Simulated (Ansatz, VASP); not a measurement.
**One calculation of CdSe, two programs**

```xyz
2
Lattice="0.0000 3.0703 3.0703 3.0703 0.0000 3.0703 3.0703 3.0703 0.0000" Properties=species:S:1:pos:R:3 pbc="T T T"
Cd    0.0000    0.0000    0.0000
Se    4.6054    4.6054    4.6054
```

Measurements of this composition are mostly on another form, of space group No. 186.

Alike in both runs: task relaxation of cell and atoms; functional r2SCAN; k mesh 8 × 8 × 8; occupations gaussian, width 0.02 eV; no spin polarisation.

```csv
,VASP,Ansatz
version,VASP 6.6.1,Ansatz 0.2.0
potentials or method,"VASP PAW PBE potentials, release 64 (Cd, Se)","scalar-relativistic, plane waves, PAW"
plane-wave cutoff (eV),600,500
valence electrons in the cell,18,36
```

Ansatz gave:

| Item | Value |
| --- | --- |
| gap on the k mesh at the Fermi level, each at its own relaxed structure (eV) | 1.04 |
| relaxed volume (Å³/atom) | 28.84 |
| relaxed cell length with the largest relative difference (Å) | 4.337 |

Task: Estimate VASP's values.

Result: gap on the k mesh at the Fermi level, each at its own relaxed structure (eV): 1.02; relaxed volume (Å³/atom): 28.94; relaxed cell length with the largest relative difference (Å): 4.342.

The two sets of potentials don't hold the same shells in valence.

Caveats: the relaxation stopped at its first step, so nothing moved; the PAW data sets were made with another functional, which shifts forces and pressure a little (VASP). r2SCAN opens gaps a little over a GGA but as a rule still falls short of measured ones.
